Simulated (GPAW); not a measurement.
Wanted: an ASE script for a GPAW 26.7.0 run.

```yaml
Task: single point
Functional: PBE
Potentials_or_basis: GPAW PAW data sets (gpaw-data 1.2.1)
Cutoff: 600 eV
Basis: pw
k_mesh: 11 × 11 × 11
Occupations: gaussian, width 0.014 eV
Spin: no spin polarisation
Maxiter: 150
```

Crystal: Nb.

```
Nb
1.0
    -1.66395    1.66395    1.66395
     1.66395   -1.66395    1.66395
     1.66395    1.66395   -1.66395
Nb
1
Direct
  0.00000 0.00000 0.00000
```

These files were run (other wordings do the same):

run.py

```python
from ase import Atoms
from ase.dft.bandgap import bandgap
from ase.io import write
from ase.units import GPa
from gpaw import GPAW, PW

atoms = Atoms(['Nb'],
              cell=[[-1.66395, 1.66395, 1.66395],
                    [1.66395, -1.66395, 1.66395],
                    [1.66395, 1.66395, -1.66395]],
              scaled_positions=[[0.0, 0.0, 0.0]],
              pbc=True)

calc = GPAW(mode=PW(600),
            xc='PBE',
            kpts={'size': (11, 11, 11), 'gamma': True},
            occupations={'name': 'methfessel-paxton', 'order': 0, 'width': 0.014},
            nbands=15,
            convergence={'density': 1e-05, 'energy': 1e-05},
            maxiter=150,
            txt='gpaw.txt')
atoms.calc = calc
energy = atoms.get_potential_energy()
forces = atoms.get_forces()
stress = atoms.get_stress()
calc.write('gs.gpw')
write('result.traj', atoms)
print(f'Energy: {energy:.6f} eV')
print('Forces (eV/A):')
print(forces.round(4))
print('Stress (GPa):', (stress / GPa).round(3))
print('Fermi level:', round(calc.get_fermi_level(), 4), 'eV')
print(f'Gap: {bandgap(calc)[0]:.4f} eV, direct: {bandgap(calc, direct=True)[0]:.4f} eV')
```

Potentials or basis: GPAW PAW data sets (gpaw-data 1.2.1), pw.

The run is started by

```console
$ OMP_NUM_THREADS=1 python run.py
```

It gave:

| Item | Value |
| --- | --- |
| Pressure | -2.5 GPa |
| Band gap on the k mesh | none (metal or under the smearing width) |

It took 12 s on 1 thread of Arm Neoverse V1, with other jobs on the host, peak memory 0.14 GiB.
